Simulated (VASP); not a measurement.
# BeSe (F-43m) in VASP: notebook

Runs on BeSe. Level: r2SCAN. Tasks: single point.

Everything below comes from runs of VASP 6.6.1. Logs are shortened: lines on timing, memory, paths and dates and some standing lists are left out, and cuts for length are marked.

**1. Starting point**

The structure is cubic, space group F-43m (No. 216). The conventional cell has a = 5.070 Å, b = 5.070 Å, c = 5.070 Å, α = 90.00°, β = 90.00°, γ = 90.00°. Around Be (site symmetry -43m) lie 4 Se at 2.20 Å. Around Se (site symmetry -43m) lie 4 Be at 2.20 Å.

**2. Single point, r2SCAN**

POSCAR reads:

```
BeSe
1.0
    0.0000000000      2.5350000000      2.5350000000
    2.5350000000      0.0000000000      2.5350000000
    2.5350000000      2.5350000000      0.0000000000
Be Se
1 1
Direct
    0.0000000000      0.0000000000      0.0000000000
    0.7500000000      0.7500000000      0.7500000000
```

INCAR.step1 reads:

```
PREC     = Accurate       # precision mode
ENCUT    = 520            # plane-wave cutoff, eV
ISMEAR   = 0              # smearing method
SIGMA    = 0.05           # smearing width, eV
LREAL    = F              # projectors in reciprocal space
LASPH    = T              # aspherical terms in the spheres
NELM     = 100            # most SCF steps
NBANDS   = 11             # bands
GGA      = PE             # functional
ALGO     = Normal         # electronic algorithm
EDIFF    = 1E-4           # SCF threshold, eV
LWAVE    = T              # write WAVECAR
LCHARG   = F              # write CHGCAR
```

INCAR.step2 reads:

```
PREC     = Accurate       # precision mode
ENCUT    = 520            # plane-wave cutoff, eV
EDIFF    = 1E-6           # SCF threshold, eV
ISMEAR   = 0              # smearing method
SIGMA    = 0.05           # smearing width, eV
LREAL    = F              # projectors in reciprocal space
LASPH    = T              # aspherical terms in the spheres
NELM     = 100            # most SCF steps
ALGO     = Normal         # electronic algorithm
ISIF     = 2              # what is computed and relaxed
LWAVE    = F              # write WAVECAR
LCHARG   = T              # write CHGCAR
METAGGA  = R2SCAN         # meta-GGA
LMIXTAU  = T            
LELF     = T              # ELF
LVHAR    = T            
NBANDS   = 11             # bands
ISTART   = 1
```

KPOINTS reads:

```
regular mesh
0
Gamma
  8 8 8
```

Potentials or basis: VASP PAW PBE potentials, release 64 (Be, Se).

Started as:

```console
$ cat potpaw_PBE.64/Be/POTCAR potpaw_PBE.64/Se/POTCAR > POTCAR
$ cp INCAR.step1 INCAR
$ mpirun -np 1 vasp_std > vasp.out
$ cp INCAR.step2 INCAR
$ mpirun -np 1 vasp_std > vasp.out
```

OUTCAR:

```text
PREC = Accurate
   ENCUT = 520
   EDIFF = 1E-6
   ISMEAR = 0
   LREAL = F
   LASPH = T
   NELM = 100
   ISIF = 2
   METAGGA = R2SCAN
   ISTART = 1

 ion  position               nearest neighbor table
   1  0.000  0.000  0.000-   2 2.20   2 2.20   2 2.20   2 2.20
   2  0.750  0.750  0.750-   1 2.20   1 2.20   1 2.20   1 2.20

  LATTYP: Found a face centered cubic cell.
 ALAT       =     5.0700000000

  Lattice vectors:

 A1 = (   0.0000000000,   2.5350000000,   2.5350000000)
 A2 = (   2.5350000000,   0.0000000000,   2.5350000000)
 A3 = (   2.5350000000,   2.5350000000,   0.0000000000)

Analysis of symmetry for initial positions (statically):
=====================================================================
 Subroutine PRICEL returns:
 Original cell was already a primitive cell.

 Routine SETGRP: Setting up the symmetry group for a
 face centered cubic supercell.

 Subroutine GETGRP returns: Found 24 space group operations
 (whereof 24 operations were pure point group operations)
 out of a pool of 48 trial point group operations.

The static configuration has the point symmetry T_d .

Analysis of symmetry for dynamics (positions and initial velocities):
=====================================================================
 Subroutine PRICEL returns:
 Original cell was already a primitive cell.

 Routine SETGRP: Setting up the symmetry group for a
 face centered cubic supercell.

 Subroutine GETGRP returns: Found 24 space group operations
 (whereof 24 operations were pure point group operations)
 out of a pool of 48 trial point group operations.

The dynamic configuration has the point symmetry T_d .

 Subroutine INISYM returns: Found 24 space group operations
 (whereof 24 operations are pure point group operations),
 and found     1 'primitive' translations

----------------------------------------------------------------------------------------

                                     Primitive cell

  volume of cell :      32.5810

  direct lattice vectors                    reciprocal lattice vectors
     0.000000000  2.535000000  2.535000000    -0.197238659  0.197238659  0.197238659
     2.535000000  0.000000000  2.535000000     0.197238659 -0.197238659  0.197238659
     2.535000000  2.535000000  0.000000000     0.197238659  0.197238659 -0.197238659

  length of vectors
     3.585031381  3.585031381  3.585031381     0.341627378  0.341627378  0.341627378

  position of ions in fractional coordinates (direct lattice)
     0.000000000  0.000000000  0.000000000
     0.750000000  0.750000000  0.750000000

  ion indices of the primitive-cell ions
   primitive index   ion index
                 1           1
                 2           2

----------------------------------------------------------------------------------------

 KPOINTS: regular mesh

Automatic generation of k-mesh.
 Grid dimensions read from file:
 generate k-points for:    8    8    8

 Generating k-lattice:

  Cartesian coordinates                     Fractional coordinates (reciprocal lattice)
    -0.024654832  0.024654832  0.024654832     0.125000000  0.000000000  0.000000000
     0.024654832 -0.024654832  0.024654832     0.000000000  0.125000000  0.000000000
     0.024654832  0.024654832 -0.024654832     0.000000000  0.000000000  0.125000000

  Length of vectors
     0.042703422  0.042703422  0.042703422

  Shift w.r.t. Gamma in fractional coordinates (k-lattice)
     0.000000000  0.000000000  0.000000000

 Subroutine IBZKPT returns following result:
 ===========================================

 Found     29 irreducible k-points:

 Following reciprocal coordinates:
            Coordinates               Weight
  0.000000  0.000000  0.000000      1.000000
  0.125000  0.000000  0.000000      8.000000
  0.250000  0.000000  0.000000      8.000000
  0.375000  0.000000  0.000000      8.000000
  0.500000  0.000000  0.000000      4.000000
  0.125000  0.125000  0.000000      6.000000
[... 16 lines left out ...]
  0.500000  0.250000  0.125000     48.000000
 -0.375000  0.250000  0.125000     24.000000
 [... further k-points ...]
   k-points           NKPTS =     29   k-points in BZ     NKDIM =     29   number of bands    NBANDS=     11
   number of dos      NEDOS =    301   number of ions     NIONS =      2
   total plane-waves  NPLWV =  21952
   dimension x,y,z NGX =    28 NGY =   28 NGZ =   28
   dimension x,y,z NGXF=    56 NGYF=   56 NGZF=   56
   ions per type =               1   1
   NGX,Y,Z   is equivalent  to a cutoff of  12.98, 12.98, 12.98 a.u.
   NGXF,Y,Z  is equivalent  to a cutoff of  25.97, 25.97, 25.97 a.u.
 SYSTEM =  unknown system
   PREC   = accura    normal or accurate (medium, high low for compatibility)
   ISTART =      1    job   : 0-new  1-cont  2-samecut
   ICHARG =      0    charge: 1-file 2-atom 10-const
   ISPIN  =      1    spin polarized calculation?
   LNONCOLLINEAR =      F non collinear calculations
   LSORBIT =      F    spin-orbit coupling
   LASPH  =      T    aspherical Exc in radial PAW
   ENCUT  =  520.0 eV  38.22 Ry    6.18 a.u.   6.67  6.67  6.67*2*pi/ulx,y,z
   NELM   =    100;   NELMIN=  2; NELMDL=  0     # of ELM steps
   EDIFF  = 0.1E-05   stopping-criterion for ELM
   LREAL  =      F    real-space projection
   EDIFFG = 0.1E-04   stopping-criterion for IOM
   NSW    =      0    number of steps for IOM
   IBRION =     -1    ionic relax: 0-MD 1-quasi-New 2-CG
   NFREE  =      0    steps in history (QN), initial steepest desc. (CG)
   ISIF   =      2    stress and relaxation
   ISYM   =      2    0-nonsym 1-usesym 2-fastsym
   POTIM  = 0.5000    time-step for ionic-motion
   TEBEG  =    0.0;   TEEND  =   0.0 temperature during run
   PSTRESS=    0.0 pullay stress
   NELECT =       8.0000    total number of electrons
   NUPDOWN=      -1.0000    fix difference up-down
   EMIN   =  10.00;   EMAX   =-10.00  energy-range for DOS
   EFERMI =   0.00;   METHOD = LEGACY
   ISMEAR =     0;   SIGMA  =   0.05  broadening in eV -4-tet -1-fermi 0-gaus
   EFERMI_NEDOS =   21; number of points for ismear=-14 and -15
   IALGO  =     38    algorithm
   IMIX   =      4    mixing-type and parameters
     AMIX     =   0.40;   BMIX     =  1.00
     AMIX_MAG =   1.60;   BMIX_MAG =  1.00
  volume/ion in A,a.u.               =      16.29       109.93
  Fermi-wavevector in a.u.,A,eV,Ry     =   1.025141  1.937235 14.298549  1.050914
  Thomas-Fermi vector in A             =   2.158965
   LORBIT       =      0    0 simple, 1 ext, 2 COOP (PROOUT), +10 PAW based schemes
   METAGGA = R2SCAN    functional components
   LHFCALC =     F    Hartree Fock is set to
   AEXX    =    0.0000 exact exchange contribution
   IVDW    =     0    specifies the selected vdW correction
   LEPSILON=     F    determine dielectric tensor
   LRPA    =     F    only Hartree local field effects (RPA)
 non-spin polarized calculation
 Gauss-broadening in eV      SIGMA  =   0.05
  energy-cutoff  :      520.00
  volume of cell :       32.58
 maximum number of plane-waves:       893
   NGX = 13   NGY = 13   NGZ = 13

 number of electron       8.0000001 magnetization

 Free energy of the ion-electron system (eV)
  ---------------------------------------------------
  ext. energy  EPLUGINS =         0.00000000
  ---------------------------------------------------
  free energy    TOTEN  =       -20.49932094 eV

  energy without entropy =      -20.49932094  energy(sigma->0) =      -20.49932094

 E-fermi :   3.8513     XC(G=0): -10.0407

 val. band max:        3.5409103648   @ k =   0.0000   0.0000   0.0000
 cond. band min:       6.5428209007   @ k =   0.5000   0.5000   0.0000
 fundamental gap:      3.0019105359
 Fermi energy:         3.8513220079

 k-point     1 :       0.0000    0.0000    0.0000
  band No.  band energies     occupation
      1     -11.0951      2.00000
      2       3.5409      2.00000
      3       3.5409      2.00000
      4       3.5409      2.00000
      5       9.0178      0.00000
      6       9.1130      0.00000
      7       9.1130      0.00000
      8       9.1130      0.00000
      9      16.7884      0.00000
     10      16.8095      0.00000
     11      16.8095      0.00000

 k-point     2 :       0.1250    0.0000    0.0000
  band No.  band energies     occupation
      1     -10.9228      2.00000
      2       2.1749      2.00000
      3       3.3133      2.00000
      4       3.3133      2.00000
      5       8.9253      0.00000
      6       9.4960      0.00000
      7       9.4960      0.00000
      8      10.6044      0.00000
      9      15.8672      0.00000
     10      15.8672      0.00000
     11      16.9338      0.00000

 k-point     3 :       0.2500    0.0000    0.0000
  band No.  band energies     occupation
      1     -10.4514      2.00000
      2      -0.0799      2.00000
      3       2.8648      2.00000
      4       2.8648      2.00000
      5       8.8015      0.00000
      6      10.0782      0.00000
      7      10.0782      0.00000
      8      12.9574      0.00000
      9      15.5646      0.00000
     10      15.5646      0.00000
     11      16.7221      0.00000

 k-point     4 :       0.3750    0.0000    0.0000
  band No.  band energies     occupation
      1      -9.8621      2.00000
      2      -1.8964      2.00000
      3       2.5062      2.00000
      4       2.5062      2.00000
      5       8.6908      0.00000
      6      10.1576      0.00000
      7      10.1576      0.00000
      8      14.3102      0.00000
      9      17.0055      0.00000
     10      17.0055      0.00000
     11      17.2284      0.00000
[... 239 lines left out ...]
 k-point    22 :       0.3750    0.2500    0.1250
  band No.  band energies     occupation
      1     -10.0666      2.00000
      2      -0.3466      2.00000
      3       1.1710      2.00000
      4       2.2820      2.00000
      5       8.9426      0.00000
      6      10.7199      0.00000
      7      10.9882      0.00000
      8      12.2326      0.00000
      9      15.4112      0.00000
     10      18.0330      0.00000
     11      18.9534      0.00000

 k-point    23 :       0.5000    0.2500    0.1250
  band No.  band energies     occupation
      1      -9.5500      2.00000
      2      -1.5329      2.00000
      3       0.5808      2.00000
      4       1.7741      2.00000
      5       9.4445      0.00000
      6      10.2799      0.00000
      7      11.9489      0.00000
      8      12.9526      0.00000
      9      16.5868      0.00000
     10      17.5859      0.00000
     11      20.2294      0.00000

 k-point    24 :      -0.3750    0.2500    0.1250
  band No.  band energies     occupation
      1      -9.2952      2.00000
      2      -2.0873      2.00000
      3       0.4678      2.00000
      4       1.5152      2.00000
      5       9.6076      0.00000
      6       9.9492      0.00000
      7      12.8106      0.00000
      8      14.2445      0.00000
      9      14.8320      0.00000
     10      19.2506      0.00000
     11      19.4830      0.00000

 [... further k-points ...]

------------------------ aborting loop because EDIFF is reached ----------------------------------------

  FORCE on cell =-STRESS in cart. coord.  units (eV):
  Direction    XX          YY          ZZ          XY          YZ          ZX
  --------------------------------------------------------------------------------------
  -------------------------------------------------------------------------------------
  Total        1.0384882      1.0384882      1.0384882     -0.0000000      0.0000000     -0.0000000
  in kB       51.0679322     51.0679322     51.0679322     -0.0000000      0.0000000     -0.0000000
  external PRESSURE =      51.0679322 kB  Pullay stress =       0.0000000 kB

 VOLUME and BASIS-vectors are now :
 -----------------------------------------------------------------------------
  energy-cutoff  :      520.00
  volume of cell :       32.58
      direct lattice vectors                 reciprocal lattice vectors
     0.000000000  2.535000000  2.535000000    -0.197238659  0.197238659  0.197238659
     2.535000000  0.000000000  2.535000000     0.197238659 -0.197238659  0.197238659
     2.535000000  2.535000000  0.000000000     0.197238659  0.197238659 -0.197238659

 POSITION                                       TOTAL-FORCE (eV/Angst)
 -----------------------------------------------------------------------------------
      0.00000      0.00000      0.00000         0.000000      0.000000      0.000000
      3.80250      3.80250      3.80250        -0.000000     -0.000000     -0.000000
 -----------------------------------------------------------------------------------
    total drift:                               -0.000000     -0.000000     -0.000000

  FREE ENERGIE OF THE ION-ELECTRON SYSTEM (eV)
  ---------------------------------------------------
  free  energy   TOTEN  =       -20.4993209379 eV

  energy  without entropy=      -20.4993209379  energy(sigma->0) =      -20.49932094
```

Run time: 47 s. Hardware: 1 thread of Intel Xeon Platinum 8488C (Sapphire Rapids), shared host; peak memory 0.16 GiB.

Results:

- Free energy: -20.4993 eV
- Pressure: 5.1 GPa
- Band gap on the k mesh: 3.00 eV, indirect (least direct gap 5.48 eV)

Caveat: the PAW data sets were made with another functional, which shifts forces and pressure a little. A k mesh can miss the band edges.

**3. Single point, r2SCAN**

POSCAR is that of step 2.

INCAR.step1 reads:

```
PREC = Accurate
ENCUT = 520
ISMEAR = 0
SIGMA = 0.05
LREAL = F
LASPH = T
NELM = 80
NBANDS = 11
GGA = PE
ALGO = Normal
EDIFF = 1E-4
LWAVE = T
LCHARG = F
```

INCAR.step2 reads:

```
PREC = Accurate
ENCUT = 520
EDIFF = 1E-6
ISMEAR = 0
SIGMA = 0.05
LREAL = F
LASPH = T
NELM = 80
ALGO = Normal
ISIF = 2
LWAVE = F
LCHARG = F
METAGGA = R2SCAN
LMIXTAU = T
NBANDS = 11
ISTART = 1
```

KPOINTS reads:

```
Automatic mesh
0
Gamma
  8 8 8
```

Potentials or basis: VASP PAW PBE potentials, release 64 (Be, Se).

Started as:

```console
$ cat potpaw_PBE.64/Be/POTCAR potpaw_PBE.64/Se/POTCAR > POTCAR
$ cp INCAR.step1 INCAR
$ mpirun -np 1 vasp_std > vasp.out
$ cp INCAR.step2 INCAR
$ mpirun -np 1 vasp_std > vasp.out
```

Wall time 42 s (1 thread of Intel Xeon Platinum 8488C (Sapphire Rapids), shared host); peak memory 0.16 GiB.

Results (log left out):

```yaml
Free_energy: -20.4993 eV
Pressure: 5.1 GPa
Band_gap_on_the_k_mesh: 3.00 eV, indirect (least direct gap 5.48 eV)
```

Levels at points of the mesh, in eV from the valence-band top:
| k point | band 1 | band 2 | band 3 | band 4 | band 5 | band 6 | band 7 | band 8 |
| --- | --- | --- | --- | --- | --- | --- | --- | --- |
| (0.00, 0.00, 0.00) | -14.64 | 0.00 | 0.00 | 0.00 | 5.48 | 5.57 | 5.57 | 5.57 |
| (0.50, 0.00, 0.00) | -13.10 | -6.16 | -1.17 | -1.17 | 5.11 | 6.54 | 6.54 | 10.93 |
| (0.50, 0.50, 0.00) | -12.57 | -5.48 | -2.89 | -2.89 | 3.00 | 4.64 | 13.13 | 13.13 |

Caveat: the PAW data sets were made with another functional, which shifts forces and pressure a little. A k mesh can miss the band edges.
